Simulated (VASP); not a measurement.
# CoO (Fm-3m) in VASP: a series of runs

Runs on CoO. Level: PBE+U. Tasks: relaxation of cell and atoms, band structure.

Everything below comes from runs of VASP 6.6.1. Logs are shortened: lines on timing, memory, paths and dates and some standing lists are left out, and cuts for length are marked.

## (1) The structure

It takes space group Fm-3m (No. 225, cubic). The conventional cell has a = 4.263 Å, b = 4.263 Å, c = 4.263 Å, α = 90.00°, β = 90.00°, γ = 90.00°. Around Co (site symmetry m-3m) lie 6 O at 2.13 Å. Around O (site symmetry m-3m) lie 6 Co at 2.13 Å.

## (2) Relaxation of cell and atoms, PBE+U, collinear spin, ferromagnetic start

INCAR

```
SYSTEM = CoO
  PREC = Accurate
  ENCUT = 520
  EDIFF = 1E-7
  ISMEAR = 0
  SIGMA = 0.02
  LREAL = .FALSE.
  LASPH = .TRUE.
  NELM = 100
  ALGO = Normal
  ISIF = 3
  LWAVE = .FALSE.
  LCHARG = .FALSE.
  ISPIN = 2
  MAGMOM = 3 0
  LORBIT = 11
  LMAXMIX = 4
  LDAU = .TRUE.
  LDAUTYPE = 2
  LDAUL = 2 -1
  LDAUU = 3.3 0
  LDAUJ = 0 0
  LDAUPRINT = 1
  GGA = PE
  IBRION = 2
  NSW = 80
  EDIFFG = -0.002
```

KPOINTS

```
Automatic mesh
0
G
  12 12 12
  0 0 0
```

POSCAR

```
CoO
1.0
    0.0000000000      2.1315000000      2.1315000000
    2.1315000000      0.0000000000      2.1315000000
    2.1315000000      2.1315000000      0.0000000000
Co O
1 1
Direct
    0.0000000000      0.0000000000      0.0000000000
    0.5000000000      0.5000000000      0.5000000000
```

Potentials or basis: VASP PAW PBE potentials, release 64 (Co, O).

Command:

```console
> cat potpaw_PBE.64/Co/POTCAR potpaw_PBE.64/O/POTCAR > POTCAR
> mpirun -np 1 vasp_std > vasp.out
```

OUTCAR:

```text
SYSTEM = CoO
   PREC = Accurate
   ENCUT = 520
   EDIFF = 1E-7
   ISMEAR = 0
   LREAL = .FALSE.
   LASPH = .TRUE.
   NELM = 100
   ISIF = 3
   ISPIN = 2
   LORBIT = 11
   GGA = PE
   IBRION = 2
   NSW = 80
   EDIFFG = -0.002

 ion  position               nearest neighbor table
   1  0.000  0.000  0.000-   2 2.13   2 2.13   2 2.13   2 2.13   2 2.13   2 2.13
   2  0.500  0.500  0.500-   1 2.13   1 2.13   1 2.13   1 2.13   1 2.13   1 2.13

  LATTYP: Found a face centered cubic cell.
 ALAT       =     4.2630000000

  Lattice vectors:

 A1 = (   0.0000000000,   2.1315000000,   2.1315000000)
 A2 = (   2.1315000000,   0.0000000000,   2.1315000000)
 A3 = (   2.1315000000,   2.1315000000,   0.0000000000)

Analysis of symmetry for initial positions (statically):
=====================================================================
 Subroutine PRICEL returns:
 Original cell was already a primitive cell.

 Routine SETGRP: Setting up the symmetry group for a
 face centered cubic supercell.

 Subroutine GETGRP returns: Found 48 space group operations
 (whereof 48 operations were pure point group operations)
 out of a pool of 48 trial point group operations.

The static configuration has the point symmetry O_h .

Analysis of symmetry for dynamics (positions and initial velocities):
=====================================================================
 Subroutine PRICEL returns:
 Original cell was already a primitive cell.

 Routine SETGRP: Setting up the symmetry group for a
 face centered cubic supercell.

 Subroutine GETGRP returns: Found 48 space group operations
 (whereof 48 operations were pure point group operations)
 out of a pool of 48 trial point group operations.

The dynamic configuration has the point symmetry O_h .

Analysis of structural, dynamic, and magnetic symmetry:
=====================================================================
 Subroutine PRICEL returns:
 Original cell was already a primitive cell.

 Routine SETGRP: Setting up the symmetry group for a
 face centered cubic supercell.

 Subroutine GETGRP returns: Found 48 space group operations
 (whereof 48 operations were pure point group operations)
 out of a pool of 48 trial point group operations.

The overall configuration has the point symmetry O_h .

 Subroutine INISYM returns: Found 48 space group operations
 (whereof 48 operations are pure point group operations),
 and found     1 'primitive' translations

----------------------------------------------------------------------------------------

                                     Primitive cell

  volume of cell :      19.3681

  direct lattice vectors                    reciprocal lattice vectors
     0.000000000  2.131500000  2.131500000    -0.234576589  0.234576589  0.234576589
     2.131500000  0.000000000  2.131500000     0.234576589 -0.234576589  0.234576589
     2.131500000  2.131500000  0.000000000     0.234576589  0.234576589 -0.234576589

  length of vectors
     3.014396208  3.014396208  3.014396208     0.406298571  0.406298571  0.406298571

  position of ions in fractional coordinates (direct lattice)
     0.000000000  0.000000000  0.000000000
     0.500000000  0.500000000  0.500000000

  ion indices of the primitive-cell ions
   primitive index   ion index
                 1           1
                 2           2

----------------------------------------------------------------------------------------

 KPOINTS: Automatic mesh

[... 68 lines left out ...]
   LREAL  =      F    real-space projection
   EDIFFG = -.2E-02   stopping-criterion for IOM
   NSW    =     80    number of steps for IOM
   IBRION =      2    ionic relax: 0-MD 1-quasi-New 2-CG
   NFREE  =      1    steps in history (QN), initial steepest desc. (CG)
   ISIF   =      3    stress and relaxation
   ISYM   =      2    0-nonsym 1-usesym 2-fastsym
   POTIM  = 0.5000    time-step for ionic-motion
   TEBEG  =    0.0;   TEEND  =   0.0 temperature during run
   PSTRESS=    0.0 pullay stress
   NELECT =      15.0000    total number of electrons
   NUPDOWN=      -1.0000    fix difference up-down
   EMIN   =  10.00;   EMAX   =-10.00  energy-range for DOS
   EFERMI =   0.00;   METHOD = LEGACY
   ISMEAR =     0;   SIGMA  =   0.02  broadening in eV -4-tet -1-fermi 0-gaus
   EFERMI_NEDOS =   21; number of points for ismear=-14 and -15
   IALGO  =     38    algorithm
   IMIX   =      4    mixing-type and parameters
     AMIX     =   0.40;   BMIX     =  1.00
     AMIX_MAG =   1.60;   BMIX_MAG =  1.00
  volume/ion in A,a.u.               =       9.68        65.35
  Fermi-wavevector in a.u.,A,eV,Ry     =   1.503407  2.841027 30.752334  2.260233
  Thomas-Fermi vector in A             =   2.614521
   LORBIT       =     11    0 simple, 1 ext, 2 COOP (PROOUT), +10 PAW based schemes
 LDA+U is selected, type is set to LDAUTYPE =  2
   angular momentum for each species LDAUL =     2   -1
   U (eV)           for each species LDAUU =   3.3  0.0
   J (eV)           for each species LDAUJ =   0.0  0.0
   GGA     = PE    functional components
   LHFCALC =     F    Hartree Fock is set to
   AEXX    =    0.0000 exact exchange contribution
   IVDW    =     0    specifies the selected vdW correction
   LEPSILON=     F    determine dielectric tensor
   LRPA    =     F    only Hartree local field effects (RPA)
 conjugate gradient relaxation of ions
 spin polarized calculation
 Gauss-broadening in eV      SIGMA  =   0.02
  energy-cutoff  :      520.00
  volume of cell :       19.37
 maximum number of plane-waves:       544
   NGX = 11   NGY = 11   NGZ = 11

--------------------------------------- Ionic step        1  -------------------------------------------

 number of electron      15.0000007 magnetization       3.0000307

 Free energy of the ion-electron system (eV)
  ---------------------------------------------------
  ext. energy  EPLUGINS =         0.00000000
  ---------------------------------------------------
  free energy    TOTEN  =       -11.29934591 eV

  energy without entropy =      -11.29836892  energy(sigma->0) =      -11.29885742

------------------------ aborting loop because EDIFF is reached ----------------------------------------

  FORCE on cell =-STRESS in cart. coord.  units (eV):
  Direction    XX          YY          ZZ          XY          YZ          ZX
  --------------------------------------------------------------------------------------
  -------------------------------------------------------------------------------------
  Total       -0.2669712     -0.2669712     -0.2669712      0.0000000      0.0000000      0.0000000
  in kB      -22.0845756    -22.0845756    -22.0845756      0.0000000      0.0000000      0.0000000
  external PRESSURE =     -22.0845756 kB  Pullay stress =       0.0000000 kB
[... 53 lines left out ...]
  FREE ENERGIE OF THE ION-ELECTRON SYSTEM (eV)
  ---------------------------------------------------
  free  energy   TOTEN  =       -11.3003807052 eV

  energy  without entropy=      -11.2993983636  energy(sigma->0) =      -11.29988953

atom =   1  type =  1  l = 2

 onsite density matrix

spin component  1

  0.9683  0.0000 -0.0000 -0.0000  0.0000
  0.0000  0.9683  0.0000 -0.0000  0.0000
 -0.0000  0.0000  1.0131  0.0000  0.0000
 -0.0000 -0.0000  0.0000  0.9683 -0.0000
  0.0000  0.0000  0.0000 -0.0000  1.0131

spin component  2

  0.6537 -0.0000 -0.0000  0.0000  0.0000
 -0.0000  0.6537 -0.0000  0.0000  0.0000
 -0.0000 -0.0000  0.1395  0.0000  0.0000
  0.0000  0.0000  0.0000  0.6537  0.0000
  0.0000  0.0000  0.0000  0.0000  0.1395

 occupancies and eigenvectors

  o =  0.1395  v =  0.0000  0.0000  0.0000  0.0000  0.0000  0.0000 -0.0000 -1.0000 -0.0000  0.0020      0.0000  0.0000  0.0000  0.0000  0.0000  0.0000  0.0000  0.0000  0.0000  0.0000
  o =  0.1395  v =  0.0000  0.0000  0.0000  0.0000  0.0000  0.0000  0.0000 -0.0020  0.0000 -1.0000      0.0000  0.0000  0.0000  0.0000  0.0000  0.0000  0.0000  0.0000  0.0000  0.0000
  o =  0.6537  v =  0.0000  0.0000  0.0000  0.0000  0.0000  0.0000 -0.9435  0.0000  0.3314 -0.0000      0.0000  0.0000  0.0000  0.0000  0.0000  0.0000  0.0000  0.0000  0.0000  0.0000
  o =  0.6537  v =  0.0000  0.0000  0.0000  0.0000  0.0000  0.0000  0.3314 -0.0000  0.9435  0.0000      0.0000  0.0000  0.0000  0.0000  0.0000  0.0000  0.0000  0.0000  0.0000  0.0000
  o =  0.6537  v =  0.0000  0.0000  0.0000  0.0000  0.0000  1.0000  0.0000  0.0000  0.0000  0.0000      0.0000  0.0000  0.0000  0.0000  0.0000  0.0000  0.0000  0.0000  0.0000  0.0000
  o =  0.9683  v =  1.0000  0.0000  0.0000  0.0000  0.0000  0.0000  0.0000  0.0000  0.0000  0.0000      0.0000  0.0000  0.0000  0.0000  0.0000  0.0000  0.0000  0.0000  0.0000  0.0000
  o =  0.9683  v =  0.0000 -0.9874  0.0000 -0.1582 -0.0000  0.0000  0.0000  0.0000  0.0000  0.0000      0.0000  0.0000  0.0000  0.0000  0.0000  0.0000  0.0000  0.0000  0.0000  0.0000
  o =  0.9683  v =  0.0000 -0.1582  0.0000  0.9874 -0.0000  0.0000  0.0000  0.0000  0.0000  0.0000      0.0000  0.0000  0.0000  0.0000  0.0000  0.0000  0.0000  0.0000  0.0000  0.0000
  o =  1.0131  v =  0.0000  0.0000  0.0493  0.0000 -0.9988  0.0000  0.0000  0.0000  0.0000  0.0000      0.0000  0.0000  0.0000  0.0000  0.0000  0.0000  0.0000  0.0000  0.0000  0.0000
  o =  1.0131  v =  0.0000 -0.0000 -0.9988  0.0000 -0.0493  0.0000  0.0000  0.0000  0.0000  0.0000      0.0000  0.0000  0.0000  0.0000  0.0000  0.0000  0.0000  0.0000  0.0000  0.0000

--------------------------------------- Ionic step        3  -------------------------------------------

 number of electron      15.0000005 magnetization       3.0000000

 Free energy of the ion-electron system (eV)
  ---------------------------------------------------
  ext. energy  EPLUGINS =         0.00000000
  ---------------------------------------------------
  free energy    TOTEN  =       -11.30096124 eV

  energy without entropy =      -11.29998185  energy(sigma->0) =      -11.30047154

 E-fermi :   7.5222     XC(G=0): -12.4454

 val. band max:        7.5184190446   @ k =  -0.2500   0.2500   0.0833
 cond. band min:       7.5253058961   @ k =   0.4167   0.1667   0.0833
 fundamental gap:      0.0068868516
 Fermi energy:         7.5221942736

 spin component 1

 k-point     1 :       0.0000    0.0000    0.0000
  band No.  band energies     occupation
      1     -12.0717      1.00000
      2       2.8975      1.00000
      3       2.8976      1.00000
      4       3.3411      1.00000
      5       3.3411      1.00000
      6       3.3411      1.00000
      7       5.0776      1.00000
      8       5.0776      1.00000
      9       5.0776      1.00000
     10       9.1585      0.00000
     11      24.9906      0.00000
     12      25.3273      0.00000
[... 786 lines left out ...]
  FREE ENERGIE OF THE ION-ELECTRON SYSTEM (eV)
  ---------------------------------------------------
  free  energy   TOTEN  =       -11.3009612421 eV

  energy  without entropy=      -11.2999818460  energy(sigma->0) =      -11.30047154

 reached required accuracy - stopping structural energy minimisation

 total charge

# of ion       s       p       d       tot
------------------------------------------
    1        0.300   0.369   7.146   7.815
    2        1.552   3.452   0.000   5.004
--------------------------------------------------
tot          1.852   3.821   7.146  12.819

 magnetization (x)

# of ion       s       p       d       tot
------------------------------------------
    1        0.021   0.018   2.690   2.729
    2        0.024   0.236   0.000   0.259
--------------------------------------------------
tot          0.045   0.254   2.690   2.988
```

Wall time 56 s (1 thread of Intel Xeon Platinum 8488C (Sapphire Rapids), shared host); peak memory 0.17 GiB.

Results:

```yaml
Free_energy: -11.3010 eV
Relaxed_volume: 9.57 Å³/atom
Relaxed_cell: a = 3.002 Å, b = 3.002 Å, c = 3.002 Å, α = 60.00°, β = 60.00°, γ = 60.00°
Space_group_after_relaxing_to_0.05_Å: Fm-3m (No. 225)
Energy_gained_by_relaxing: 0.8 meV/atom
Ionic_steps: 3
Pressure_after_relaxing: 0.0 GPa
Band_gap_on_the_k_mesh: none (metal or under the smearing width)
Net_moment: 3.00 μB per cell
Site_moments: Co +2.73; O +0.26 μB
Valence_electrons_inside_the_program's_atomic_spheres: Co 7.82; O 5.00
```

The path:
| step | energy change (eV) | largest force (eV/Å) | pressure (GPa) | volume (Å³) |
| --- | --- | --- | --- | --- |
| 1 | 0.0000 | 0.0000 | -2.21 | 19.37 |
| 2 | -0.0010 | 0.0000 | 1.37 | 19.00 |
| 3 | -0.0016 | 0.0000 | 0.00 | 19.13 |

Final structure:
```
CELL_PARAMETERS angstrom
0.00000 2.12291 2.12291
2.12291 0.00000 2.12291
2.12291 2.12291 0.00000
ATOMIC_POSITIONS crystal
Co 0.00000 0.00000 0.00000
O 0.50000 0.50000 0.50000
```

Levels at points of the mesh, in eV from the Fermi level:
Spin up:
| k point | band 5 | band 6 | band 7 | band 8 | band 9 | band 10 | band 11 | band 12 | band 13 |
| --- | --- | --- | --- | --- | --- | --- | --- | --- | --- |
| (0.00, 0.00, 0.00) | -4.18 | -4.18 | -2.44 | -2.44 | -2.44 | 1.64 | 17.47 | 17.81 | 17.81 |
| (0.50, 0.00, 0.00) | -3.54 | -3.54 | -2.63 | -0.14 | -0.14 | 5.66 | 9.99 | 14.02 | 14.02 |
| (0.50, 0.50, 0.00) | -3.69 | -3.69 | -3.69 | -3.25 | -3.25 | 6.41 | 10.54 | 11.45 | 16.44 |
Spin down:
| k point | band 2 | band 3 | band 4 | band 5 | band 6 | band 7 | band 8 | band 9 | band 10 | band 11 |
| --- | --- | --- | --- | --- | --- | --- | --- | --- | --- | --- |
| (0.00, 0.00, 0.00) | -1.95 | -1.95 | -1.95 | -1.15 | -1.15 | -1.15 | 1.73 | 1.73 | 2.15 | 17.32 |
| (0.50, 0.00, 0.00) | -7.13 | -3.80 | -3.80 | -0.11 | -0.11 | 0.21 | 4.16 | 4.16 | 5.92 | 10.78 |
| (0.50, 0.50, 0.00) | -5.85 | -3.23 | -3.23 | -2.23 | 0.05 | 0.05 | 2.23 | 2.65 | 7.35 | 10.94 |

Eigenvalues of the final occupation matrices:
| site | spin | trace | eigenvalues |
| --- | --- | --- | --- |
| site 1 d | 1 | 4.93 | 0.97 0.97 0.97 1.01 1.01 |
| site 1 d | 2 | 2.24 | 0.14 0.14 0.65 0.65 0.65 |

Caveat: a cell with one magnetic atom can't hold antiferromagnetic order, which such compounds often take.

## (3) Relaxation of cell and atoms, PBE+U, collinear spin, ferromagnetic start

This run uses another cell than the first one, of 9.57 Å³/atom, 0.988 times its volume.

INCAR is that of step 2.

KPOINTS is that of step 2.

POSCAR

```
CoO                                     
1.0
   -0.0000000000      2.1229092923      2.1229092923
    2.1229092923      0.0000000000      2.1229092923
    2.1229092923      2.1229092923     -0.0000000000
  Co              O             
     1     1
Direct
     0.0000000000000000    0.0000000000000000    0.0000000000000000
     0.5000000000000000    0.5000000000000000    0.5000000000000000
```

Potentials or basis: VASP PAW PBE potentials, release 64 (Co, O).

Command:

```console
> cat potpaw_PBE.64/Co/POTCAR potpaw_PBE.64/O/POTCAR > POTCAR
> mpirun -np 1 vasp_std > vasp.out
```

Run time: 30 s. Hardware: 1 thread of Intel Xeon Platinum 8488C (Sapphire Rapids), shared host; peak memory 0.17 GiB.

The run converged. Its results:

```yaml
Free_energy: -11.3007 eV
Pressure_after_relaxing: 0.0 GPa
Band_gap_on_the_k_mesh: none (metal or under the smearing width)
Net_moment: 3.00 μB per cell
Site_moments: Co +2.73; O +0.26 μB
Valence_electrons_inside_the_program's_atomic_spheres: Co 7.82; O 5.00
```

Final structure:
```
Co O
1.0
     0.00000    2.12291    2.12291
     2.12291    0.00000    2.12291
     2.12291    2.12291    0.00000
Co O
1 1
Cartesian
  0.0000 0.0000 0.0000
  2.1229 2.1229 2.1229
```

Levels at points of the mesh, in eV from the Fermi level:
Spin up:
```tsv
k point	band 6	band 7	band 8	band 9	band 10	band 11	band 12	band 13
(0.00, 0.00, 0.00)	-4.18	-2.44	-2.44	-2.44	1.64	17.47	17.81	17.81
(0.50, 0.00, 0.00)	-3.54	-2.63	-0.14	-0.14	5.66	9.99	14.02	14.02
(0.50, 0.50, 0.00)	-3.69	-3.69	-3.25	-3.25	6.41	10.54	11.45	16.44
```
Spin down:
```csv
k point,band 2,band 3,band 4,band 5,band 6,band 7,band 8,band 9,band 10,band 11
"(0.00, 0.00, 0.00)",-1.95,-1.95,-1.95,-1.15,-1.15,-1.15,1.73,1.73,2.15,17.32
"(0.50, 0.00, 0.00)",-7.13,-3.80,-3.80,-0.11,-0.11,0.21,4.16,4.16,5.92,10.78
"(0.50, 0.50, 0.00)",-5.85,-3.23,-3.23,-2.23,0.05,0.05,2.23,2.65,7.35,10.94
```

Eigenvalues of the final occupation matrices:
| site | spin | trace | eigenvalues |
| --- | --- | --- | --- |
| site 1 d | 1 | 4.93 | 0.97 0.97 0.97 1.01 1.01 |
| site 1 d | 2 | 2.24 | 0.14 0.14 0.65 0.65 0.65 |

Caveat: the relaxation stopped at its first step, so nothing moved; a cell with one magnetic atom can't hold antiferromagnetic order, which such compounds often take. The state reached can hang on the start; a lower one may exist.

## (4) Band structure, PBE+U, collinear spin, ferromagnetic start

This run uses another cell than the first one, of 9.57 Å³/atom, 0.988 times its volume.

INCAR: that of step 3 with these lines changed.

```diff
@@ -10,3 +10,3 @@
   ALGO = Normal
-  ISIF = 3
+  ISIF = 2
   LWAVE = .FALSE.
@@ -24,4 +24,2 @@
   GGA = PE
-  IBRION = 2
-  NSW = 80
-  EDIFFG = -0.002
+  NBANDS = 18
```

KPOINTS is that of step 3.

POSCAR

```
CoO                                     
1.0
    0.0000000000      2.1229092923      2.1229092923
    2.1229092923      0.0000000000      2.1229092923
    2.1229092923      2.1229092923      0.0000000000
  Co              O             
     1     1
Direct
     0.0000000000000000    0.0000000000000000    0.0000000000000000
     0.5000000000000000    0.5000000000000000    0.5000000000000000
```

KPOINTS_OPT

```
path GXWKGLUWLK,UX
10
line-mode
reciprocal
 0.0000000000  0.0000000000  0.0000000000  G
 0.5000000000  0.0000000000  0.5000000000  X

 0.5000000000  0.0000000000  0.5000000000  X
 0.5000000000  0.2500000000  0.7500000000  W

 0.5000000000  0.2500000000  0.7500000000  W
 0.3750000000  0.3750000000  0.7500000000  K

 0.3750000000  0.3750000000  0.7500000000  K
 0.0000000000  0.0000000000  0.0000000000  G

 0.0000000000  0.0000000000  0.0000000000  G
 0.5000000000  0.5000000000  0.5000000000  L

 0.5000000000  0.5000000000  0.5000000000  L
 0.6250000000  0.2500000000  0.6250000000  U

 0.6250000000  0.2500000000  0.6250000000  U
 0.5000000000  0.2500000000  0.7500000000  W

 0.5000000000  0.2500000000  0.7500000000  W
 0.5000000000  0.5000000000  0.5000000000  L

 0.5000000000  0.5000000000  0.5000000000  L
 0.3750000000  0.3750000000  0.7500000000  K

 0.6250000000  0.2500000000  0.6250000000  U
 0.5000000000  0.0000000000  0.5000000000  X
```

Command:

```console
> cat potpaw_PBE.64/Co/POTCAR potpaw_PBE.64/O/POTCAR > POTCAR
> mpirun -np 1 vasp_std > vasp.out
```

Run time: 58 s. Hardware: 1 thread of Intel Xeon Platinum 8488C (Sapphire Rapids), shared host; peak memory 0.2 GiB.

Results (log left out):

| Quantity | Value |
| --- | --- |
| Free energy | -11.3007 eV |
| Pressure | 0.0 GPa |
| Band gap along the path | none (metal or under the smearing width) |
| Net moment | 3.00 μB per cell |
| Site moments | Co +2.73; O +0.26 μB |
| Valence electrons inside the program's atomic spheres | Co 7.82; O 5.00 |

Eigenvalues of the final occupation matrices:
```
    site  spin  trace               eigenvalues
site 1 d     1   4.93  0.97 0.97 0.97 1.01 1.01
site 1 d     2   2.24  0.14 0.14 0.65 0.65 0.65
```

Caveat: a cell with one magnetic atom can't hold antiferromagnetic order, which such compounds often take. The state reached can hang on the start; a lower one may exist.
